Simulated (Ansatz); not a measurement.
Geometry optimisation, Ansatz, DFT PBEsol, scalar-relativistic, plane waves, PAW.

Input file:

```yaml
crystal:
  lattice:
    - [6.496515, 0.0, 0.0]
    - [0.0, 5.91624, 0.0]
    - [0.0, 0.0, 16.231644]
  atoms:
    - { symbol: Ti, position: [0.0, 0.0, 0.0616081] }
    - { symbol: Ti, position: [0.5, 0.25, 0.0616081] }
    - { symbol: O, position: [0.0, 0.0, 0.1838006] }
    - { symbol: O, position: [0.1947, 0.25, 0.0616081] }
    - { symbol: O, position: [0.5, 0.0, 0.1395343] }
    - { symbol: O, position: [0.8053, 0.25, 0.0616081] }
    - { symbol: Ti, position: [0.5, 0.0, 0.2617269] }
    - { symbol: Ti, position: [0.0, 0.25, 0.2617269] }
    - { symbol: O, position: [0.5, 0.0, 0.3839195] }
    - { symbol: O, position: [0.6947, 0.25, 0.2617269] }
    - { symbol: O, position: [0.0, 0.0, 0.3396532] }
    - { symbol: O, position: [0.3053, 0.25, 0.2617269] }
    - { symbol: Ti, position: [0.0, 0.5, 0.0616081] }
    - { symbol: Ti, position: [0.5, 0.75, 0.0616081] }
    - { symbol: O, position: [0.0, 0.5, 0.1838006] }
    - { symbol: O, position: [0.1947, 0.75, 0.0616081] }
    - { symbol: O, position: [0.5, 0.5, 0.1395343] }
    - { symbol: O, position: [0.8053, 0.75, 0.0616081] }
    - { symbol: Ti, position: [0.5, 0.5, 0.2617269] }
    - { symbol: Ti, position: [0.0, 0.75, 0.2617269] }
    - { symbol: O, position: [0.5, 0.5, 0.3839195] }
    - { symbol: O, position: [0.6947, 0.75, 0.2617269] }
    - { symbol: O, position: [0.0, 0.5, 0.3396532] }
    - { symbol: O, position: [0.3053, 0.75, 0.2617269] }
    - { symbol: O, position: [0.1423672, 0.8294966, 0.3888481] }
    - { symbol: H, position: [0.2127078, 0.6910105, 0.4011697] }
    - { symbol: H, position: [0.2401771, 0.9461537, 0.4011697] }
basis:
  ecutwfc: 420.0
kpoints:
  mp_grid: { grid: [2, 2, 1] }
hamiltonian:
  xc: pbesol
scf:
  occupations: { method: fermi_dirac, width: 0.02 }
  lower_state_search: "off"
relax:
  f_tol: 0.03
  max_steps: 60
  adjacent_minimum: "off"
  constraints: [{ sites: [0, 1, 3, 4, 5, 12, 13, 15, 16, 17] }]
```

Run as:

```bash
$ ansatz run input.yaml --threads 2 --pin off --max-ram 5120MiB --backend cpu --events-out ev --progress --plain --runs-dir out
```

Question: Where does it end, and by what steps?

Answer: The run converged. Limits of this set-up: coarse k mesh, thin slab, slab without dipole correction, no dispersion correction for a molecule that may bind weakly. After 21 steps the energy has fallen by 7.070 eV; O25 moved furthest, 3.13 Å. Parted: Ti20–O25 (2.31 → 5.12 Å).

| step | energy less start (eV) | largest force component (eV/Å) | accepted |
| --- | --- | --- | --- |
| 0 | 0.0000 | 4.666 | yes |
| 1 | -2.7423 | 4.333 | yes |
| 2 | -5.5593 | 4.154 | yes |
| 3 | -6.0115 | 1.708 | yes |
| 4 | -6.2798 | 0.919 | yes |
| 5 | -6.4945 | 0.812 | yes |
| 6 | -6.6514 | 0.580 | yes |
| 7 | -6.7899 | 0.218 | yes |
| 8 | -6.8727 | 0.219 | yes |
| 9 | -6.9261 | 0.127 | yes |
| 10 | -6.9681 | 0.184 | yes |
| 11 | -6.9941 | 0.140 | yes |
| 12 | -7.0131 | 0.157 | yes |
| 13 | -7.0288 | 0.117 | yes |
| 14 | -7.0420 | 0.174 | yes |
| 15 | -7.0525 | 0.181 | yes |
| 16 | -7.0602 | 0.202 | yes |
| 17 | -7.0648 | 0.290 | yes |
| 18 | -7.0671 | 0.284 | yes |
| 19 | -7.0688 | 0.181 | yes |
| 20 | -7.0697 | 0.032 | yes |
| 21 | -7.0698 | 0.010 | yes |

```xyz
27
Lattice="6.4965 0.0000 0.0000 0.0000 5.9162 0.0000 0.0000 0.0000 16.2316" Properties=species:S:1:pos:R:3
Ti 0.000 0.000 1.000
Ti 3.248 1.479 1.000
O 0.000 -0.001 2.710
O 1.265 1.479 1.000
O 3.248 0.000 2.265
O 5.232 1.479 1.000
Ti 3.248 0.003 4.597
Ti 0.000 1.480 4.392
O 3.249 0.020 6.264
O 4.551 1.479 4.199
O 0.000 0.000 5.414
O 1.945 1.479 4.199
Ti 0.000 2.958 1.000
Ti 3.248 4.437 1.000
O 0.000 2.959 2.710
O 1.265 4.437 1.000
O 3.248 2.958 2.265
O 5.232 4.437 1.000
Ti 3.248 2.955 4.596
Ti -0.001 4.437 4.393
O 3.249 2.939 6.264
O 4.549 4.437 4.209
O 0.000 2.958 5.414
O 1.948 4.437 4.209
O 3.252 4.437 8.357
H 3.253 3.672 7.700
H 3.253 5.202 7.700
```

Whether the end is a true minimum wasn't checked by a vibrational analysis.

Time of the run: 4.1 min on 2 threads of Intel(R) Xeon(R) Platinum 8175M CPU @ 2.50GHz (Skylake/Cascade Lake), with other jobs on the host, peak memory 1.3 GiB.
